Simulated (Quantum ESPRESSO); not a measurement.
# Bi (Im-3m) in Quantum ESPRESSO: further runs, part 2 of 2

Quantum ESPRESSO 7.5. Earlier steps stand in the parts before.

**3. Wannier functions, PBEsol**

Input file pw.in:

```
&CONTROL
  calculation = 'scf'
  prefix = 'pwscf'
  outdir = './tmp'
  pseudo_dir = './pseudo'
  tprnfor = .true.
  tstress = .true.
  disk_io = 'low'
/
&SYSTEM
  ibrav = 0
  nat = 1
  ntyp = 1
  ecutwfc = 66
  nbnd = 13
  occupations = 'smearing'
  smearing = 'fd'
  degauss = 0.00367493
/
&ELECTRONS
  conv_thr = 2d-10
  electron_maxstep = 120
  mixing_beta = 0.5
/
ATOMIC_SPECIES
Bi   208.9804 Bi.upf
CELL_PARAMETERS angstrom
  -1.9814305318    1.9814305318    1.9814305318
   1.9814305318   -1.9814305318    1.9814305318
   1.9814305318    1.9814305318   -1.9814305318
ATOMIC_POSITIONS crystal
Bi     0.0000000000    0.0000000000    0.0000000000
K_POINTS automatic
7 7 7 0 0 0
```

Input file nscf.in:

```
&CONTROL
  calculation = 'nscf'
  prefix = 'pwscf'
  outdir = './tmp'
  pseudo_dir = './pseudo'
  disk_io = 'low'
/
&SYSTEM
  ibrav = 0
  nat = 1
  ntyp = 1
  ecutwfc = 66
  nbnd = 16
  occupations = 'smearing'
  smearing = 'fd'
  degauss = 0.00367493
  nosym = .true.
  noinv = .true.
/
&ELECTRONS
  conv_thr = 1d-09
  electron_maxstep = 120
  mixing_beta = 0.5
  diago_full_acc = .true.
/
ATOMIC_SPECIES
Bi   208.9804 Bi.upf
CELL_PARAMETERS angstrom
  -1.9814305318    1.9814305318    1.9814305318
   1.9814305318   -1.9814305318    1.9814305318
   1.9814305318    1.9814305318   -1.9814305318
ATOMIC_POSITIONS crystal
Bi     0.0000000000    0.0000000000    0.0000000000
K_POINTS crystal
125
  0.00000000   0.00000000   0.00000000 8.00000000e-03
  0.00000000   0.00000000   0.20000000 8.00000000e-03
  0.00000000   0.00000000   0.40000000 8.00000000e-03
  0.00000000   0.00000000   0.60000000 8.00000000e-03
  0.00000000   0.00000000   0.80000000 8.00000000e-03
  0.00000000   0.20000000   0.00000000 8.00000000e-03
[... 117 lines left out ...]
  0.80000000   0.80000000   0.60000000 8.00000000e-03
  0.80000000   0.80000000   0.80000000 8.00000000e-03
```

Input file pw2wan.in:

```
&INPUTPP
  prefix = 'pwscf'
  outdir = './tmp'
  seedname = 'w'
  write_mmn = .true.
  write_amn = .true.
/
```

Input file bands.in:

```
&CONTROL
  calculation = 'bands'
  prefix = 'pwscf'
  outdir = './tmp'
  pseudo_dir = './pseudo'
  disk_io = 'low'
/
&SYSTEM
  ibrav = 0
  nat = 1
  ntyp = 1
  ecutwfc = 66
  nbnd = 16
  occupations = 'smearing'
  smearing = 'fd'
  degauss = 0.00367493
/
&ELECTRONS
  conv_thr = 1d-08
  electron_maxstep = 120
  mixing_beta = 0.5
  diago_full_acc = .true.
/
ATOMIC_SPECIES
Bi   208.9804 Bi.upf
CELL_PARAMETERS angstrom
  -1.9814305318    1.9814305318    1.9814305318
   1.9814305318   -1.9814305318    1.9814305318
   1.9814305318    1.9814305318   -1.9814305318
ATOMIC_POSITIONS crystal
Bi     0.0000000000    0.0000000000    0.0000000000
K_POINTS crystal
56
  0.00000000   0.00000000   0.00000000 1
  0.04166700  -0.04166700   0.04166700 1
  0.08333300  -0.08333300   0.08333300 1
  0.12500000  -0.12500000   0.12500000 1
  0.16666700  -0.16666700   0.16666700 1
  0.20833300  -0.20833300   0.20833300 1
[... 48 lines left out ...]
  0.04166700   0.04166700   0.45833300 1
  0.00000000   0.00000000   0.50000000 1
```

Input file w.win:

```
num_wann = 4
num_bands = 11
guiding_centres = true
dis_froz_max = 13.69
dis_num_iter = 600
dis_mix_ratio = 0.5
dis_conv_tol = 1.0d-9
num_iter = 400
conv_tol = 1.0d-9
conv_window = 4
num_print_cycles = 40
fermi_energy = 11.6941
bands_plot = true
write_hr = true
mp_grid = 5 5 5
exclude_bands = 1-5
begin projections
Bi: s;p
end projections
begin unit_cell_cart
ang
 -1.9814305318   1.9814305318   1.9814305318
  1.9814305318  -1.9814305318   1.9814305318
  1.9814305318   1.9814305318  -1.9814305318
end unit_cell_cart
begin atoms_frac
Bi   0.0000000000   0.0000000000   0.0000000000
end atoms_frac
begin kpoint_path
G   0.0000000000   0.0000000000   0.0000000000  H   0.5000000000  -0.5000000000   0.5000000000
H   0.5000000000  -0.5000000000   0.5000000000  N   0.0000000000   0.0000000000   0.5000000000
N   0.0000000000   0.0000000000   0.5000000000  G   0.0000000000   0.0000000000   0.0000000000
G   0.0000000000   0.0000000000   0.0000000000  P   0.2500000000   0.2500000000   0.2500000000
P   0.2500000000   0.2500000000   0.2500000000  H   0.5000000000  -0.5000000000   0.5000000000
P   0.2500000000   0.2500000000   0.2500000000  N   0.0000000000   0.0000000000   0.5000000000
end kpoint_path
bands_num_points = 12
begin kpoints
  0.00000000   0.00000000   0.00000000
  0.00000000   0.00000000   0.20000000
  0.00000000   0.00000000   0.40000000
  0.00000000   0.00000000   0.60000000
  0.00000000   0.00000000   0.80000000
  0.00000000   0.20000000   0.00000000
[... 117 lines left out ...]
  0.80000000   0.80000000   0.60000000
  0.80000000   0.80000000   0.80000000
end kpoints
```

Potentials or basis: PseudoDojo 0.4.1 SR PBEsol standard.

On the command line:

```bash
$ OMP_NUM_THREADS=1 pw.x -in pw.in > pw.out
$ OMP_NUM_THREADS=1 pw.x -in nscf.in > nscf.out
$ wannier90.x -pp w
$ OMP_NUM_THREADS=1 pw2wannier90.x -in pw2wan.in > pw2wan.out
$ wannier90.x w
$ OMP_NUM_THREADS=1 pw.x -in bands.in > bands.out
```

pw.out:

```text
This program is part of the open-source Quantum ESPRESSO suite
     for quantum simulation of materials; please cite
[... 9 lines left out ...]
     --------------------
     sticks:   dense  smooth     PW     G-vecs:    dense   smooth      PW
     Sum         841     841    249                15299    15299    2491

     Using Slab Decomposition

     bravais-lattice index     =            0
     lattice parameter (alat)  =       6.4854  a.u.
     unit-cell volume          =     209.9874 (a.u.)^3
     number of atoms/cell      =            1
     number of atomic types    =            1
     number of electrons       =        15.00
     number of Kohn-Sham states=           13
     kinetic-energy cutoff     =      66.0000  Ry
     charge density cutoff     =     264.0000  Ry
     scf convergence threshold =      2.0E-10
     mixing beta               =       0.5000
     number of iterations used =            8  plain     mixing
     Exchange-correlation= PBESOL
                           (   1   4  10   8   0   0   0)

     celldm(1)=   6.485424  celldm(2)=   0.000000  celldm(3)=   0.000000
     celldm(4)=   0.000000  celldm(5)=   0.000000  celldm(6)=   0.000000

     crystal axes: (cart. coord. in units of alat)
               a(1) = (  -0.577350   0.577350   0.577350 )
               a(2) = (   0.577350  -0.577350   0.577350 )
               a(3) = (   0.577350   0.577350  -0.577350 )

     reciprocal axes: (cart. coord. in units 2 pi/alat)
               b(1) = ( -0.000000  0.866025  0.866025 )
               b(2) = (  0.866025 -0.000000  0.866025 )
               b(3) = (  0.866025  0.866025  0.000000 )

     PseudoPot. # 1 for Bi read from file:
     Bi.upf
     Pseudo is Norm-conserving + core correction, Zval = 15.0
     Generated using ONCVPSP code by D. R. Hamann
     Using radial grid of 1472 points,  6 beta functions with:
                l(1) =   0
                l(2) =   0
                l(3) =   1
                l(4) =   1
                l(5) =   2
                l(6) =   2

     atomic species   valence    mass     pseudopotential
     Bi               15.00   208.98040     Bi( 1.00)

     48 Sym. Ops., with inversion, found

   Cartesian axes

     site n.     atom                  positions (alat units)
         1        Bi     tau(   1) = (   0.0000000   0.0000000   0.0000000  )

     number of k points=    20  Fermi-Dirac smearing, width (Ry)=  0.0037
                       cart. coord. in units 2pi/alat
        k(    1) = (   0.0000000   0.0000000   0.0000000), wk =   0.0058309
        k(    2) = (   0.1237179   0.1237179   0.0000000), wk =   0.0699708
        k(    3) = (   0.2474358   0.2474358   0.0000000), wk =   0.0699708
        k(    4) = (   0.3711537   0.3711537   0.0000000), wk =   0.0699708
        k(    5) = (   0.2474358   0.1237179   0.1237179), wk =   0.1399417
        k(    6) = (   0.3711537   0.2474358   0.1237179), wk =   0.2798834
[... 12 lines left out ...]
        k(   19) = (  -0.7423075  -0.1237179  -0.1237179), wk =   0.0466472
        k(   20) = (  -0.0000000  -0.0000000   0.7423075), wk =   0.0349854

     Dense  grid:    15299 G-vectors     FFT dimensions: (  36,  36,  36)

     Initial potential from superposition of free atoms

     starting charge      14.9992, renormalised to      15.0000
     Starting wfcs are    9 randomized atomic wfcs +    4 random wfcs

     Self-consistent Calculation

     iteration #  1     ecut=    66.00 Ry     beta= 0.50
     Davidson diagonalization with overlap
     ethr =  1.00E-02,  avg # of iterations =  4.6

     Threshold (ethr) on eigenvalues was too large:
     Diagonalizing with lowered threshold

     Davidson diagonalization with overlap
     ethr =  1.28E-05,  avg # of iterations =  7.2

     total energy              =    -163.84727791 Ry
     estimated scf accuracy    <       0.00188063 Ry

     iteration #  2     ecut=    66.00 Ry     beta= 0.50
     Davidson diagonalization with overlap
     ethr =  1.25E-05,  avg # of iterations =  1.1
[... 29 lines left out ...]
     total energy              =    -163.84743199 Ry
     estimated scf accuracy    <          3.0E-09 Ry

     iteration #  7     ecut=    66.00 Ry     beta= 0.50
     Davidson diagonalization with overlap
     ethr =  1.98E-11,  avg # of iterations =  1.6

     End of self-consistent calculation

          k = 0.0000 0.0000 0.0000 (  1865 PWs)   bands (ev):

   -11.1953 -11.1953 -11.1953 -11.0650 -11.0650  -1.7794  16.8680  16.8680
    16.8680  20.8347  22.5843  22.5843  22.5843

          k = 0.1237 0.1237 0.0000 (  1919 PWs)   bands (ev):

   -11.2029 -11.1830 -11.1561 -11.0733 -11.0665  -1.4095  13.9694  15.8940
    16.5444  20.1794  21.1335  22.2043  22.9390
[... 53 lines left out ...]
   -11.1785 -11.1461 -11.1043 -11.0785 -11.0714  -0.0090  10.2549  13.3900
    14.1054  18.7309  21.3176  21.5531  26.3903

          k =-0.0000-0.2474 0.4949 (  1888 PWs)   bands (ev):

   -11.1906 -11.1575 -11.0971 -11.0793 -10.9970   1.2844   7.5457  12.5009
    13.6985  19.3539  20.9683  21.1684  23.2146

          k = 0.1237-0.1237 0.4949 (  1896 PWs)   bands (ev):

   -11.1641 -11.1449 -11.1056 -11.0817 -11.0233   1.1583   8.7610  10.9372
    14.1203  18.3854  20.4330  22.7953  25.0136

          k =-0.7423-0.2474-0.2474 (  1899 PWs)   bands (ev):

   -11.1646 -11.1468 -11.1236 -11.0551 -11.0029   1.9211   7.8149   9.9738
    14.2327  19.1184  20.3778  20.5220  25.0305

          k =-0.0000-0.0000 0.4949 (  1910 PWs)   bands (ev):

   -11.1499 -11.1130 -11.0900 -11.0900 -11.0769   0.9578  10.2800  11.9220
    11.9220  16.7067  22.3688  24.5843  24.5843

          k =-0.0000-0.1237 0.6186 (  1899 PWs)   bands (ev):

   -11.1711 -11.1483 -11.0930 -11.0533 -11.0057   2.1126   8.6048  11.0498
    11.6623  16.8391  19.2773  24.2629  24.2986

          k =-0.7423-0.1237-0.1237 (  1905 PWs)   bands (ev):

   -11.1759 -11.1759 -11.0768 -11.0105 -11.0105   2.6602   9.2080   9.2080
    12.0052  17.0802  17.0802  23.9123  28.1977

          k =-0.0000-0.0000 0.7423 (  1910 PWs)   bands (ev):

   -11.1984 -11.1913 -11.0141 -11.0141 -11.0115   3.0416   9.7025  10.1821
    10.1821  15.4242  16.4085  27.4452  28.5268

     the Fermi energy is    11.6941 ev

!    total energy              =    -163.84743199 Ry
     estimated scf accuracy    <          9.3E-11 Ry
     smearing contrib. (-TS)   =      -0.00063299 Ry
     internal energy E=F+TS    =    -163.84679900 Ry

     The total energy is F=E-TS. E is the sum of the following terms:
     one-electron contribution =     -42.15747973 Ry
     hartree contribution      =      30.58855187 Ry
     xc contribution           =     -42.93644849 Ry
     ewald contribution        =    -109.34142266 Ry

     convergence has been achieved in   7 iterations

     Forces acting on atoms (cartesian axes, Ry/au):

     atom    1 type  1   force =     0.00000000    0.00000000    0.00000000

     Total force =     0.000000     Total SCF correction =     0.000000

     Computing stress (Cartesian axis) and pressure

          total   stress  (Ry/bohr**3)                   (kbar)     P=       -9.87
  -0.00006709  -0.00000000  -0.00000000           -9.87       -0.00       -0.00
  -0.00000000  -0.00006709   0.00000000           -0.00       -9.87        0.00
  -0.00000000  -0.00000000  -0.00006709           -0.00       -0.00       -9.87

=------------------------------------------------------------------------------=
   JOB DONE.
=------------------------------------------------------------------------------=
```

w-pp.out:

```text
x           y           z                         |
 |            ---        --------------------------------                     |
 |             1         0.317103    0.317103    0.000000                     |
 |             2         0.317103    0.000000    0.317103                     |
 |             3         0.000000    0.317103    0.317103                     |
 |             4         0.000000   -0.317103    0.317103                     |
 |             5        -0.317103    0.000000    0.317103                     |
 |             6        -0.317103    0.317103    0.000000                     |
 +----------------------------------------------------------------------------+

 Time to get kmesh              0.067 (sec)
 *============================================================================*
 |                              MEMORY ESTIMATE                               |
 *============================================================================*
 |                        Disentanglement            3.54 Mb                  |
 |                            Wannierise:            1.25 Mb                  |
 |                          plot_wannier:            1.25 Mb                  |
 *----------------------------------------------------------------------------*

 Starting a new Wannier90 calculation ...

 Time to write kmesh            0.084 (sec)

 Exiting... w.nnkp written.
```

Wall time 1.9 min (1 thread of Intel Xeon Platinum 8175M at 2.50GHz (Skylake/Cascade Lake), shared host); peak memory 0.09 GiB.

What came out:

* Free energy: -2229.2579 eV
* Pressure: -1.0 GPa
* Band gap on the k mesh: none (metal or under the smearing width)
* Total Wannier spread: 9.22 Å² over 4 functions
* RMS miss of the Wannier bands: 0.192 eV

Levels at the corners of the path, in eV from the Fermi level:
| point | band 3 | band 4 | band 5 | band 6 | band 7 | band 8 | band 9 | band 10 | band 11 | band 12 |
| --- | --- | --- | --- | --- | --- | --- | --- | --- | --- | --- |
| Γ | -22.89 | -22.76 | -22.76 | -13.47 | 5.17 | 5.17 | 5.17 | 9.14 | 10.89 | 10.89 |
| H | -22.70 | -22.70 | -22.70 | -8.32 | -1.74 | -1.74 | -1.74 | 3.57 | 3.57 | 16.36 |
| N | -22.77 | -22.77 | -22.68 | -10.42 | -5.02 | 1.65 | 3.54 | 6.01 | 7.62 | 12.75 |
| Γ | -22.89 | -22.76 | -22.76 | -13.47 | 5.17 | 5.17 | 5.17 | 9.14 | 10.89 | 10.89 |
| P | -22.82 | -22.77 | -22.77 | -9.89 | -2.28 | -2.28 | -2.28 | 15.13 | 15.13 | 15.13 |
| H | -22.70 | -22.70 | -22.70 | -8.32 | -1.74 | -1.74 | -1.74 | 3.57 | 3.57 | 16.36 |
| P | -22.82 | -22.77 | -22.77 | -9.89 | -2.28 | -2.28 | -2.28 | 15.13 | 15.13 | 15.13 |
| N | -22.77 | -22.77 | -22.68 | -10.42 | -5.02 | 1.65 | 3.54 | 6.01 | 7.62 | 12.75 |

Wannier functions:
| function | nearest atom | distance (Å) | spread (Å²) | on-site energy from the reference level (eV) |
| --- | --- | --- | --- | --- |
| 1 | 1 Bi | 0.00 | 1.41 | -10.40 |
| 2 | 1 Bi | 0.00 | 2.60 | -0.12 |
| 3 | 1 Bi | 0.00 | 2.60 | -0.12 |
| 4 | 1 Bi | 0.00 | 2.60 | -0.12 |

Parts of the spread (Å²): invariant 6.32, diagonal 0.000, off-diagonal 2.89, total 9.22. Against the direct bands the interpolation misses by 192 meV (root mean square) and 698 meV at most, for states up to 1 eV over the reference level.

Caveat: the k mesh is coarse; spin-orbit coupling is left out, which moves the levels of the heavy elements.
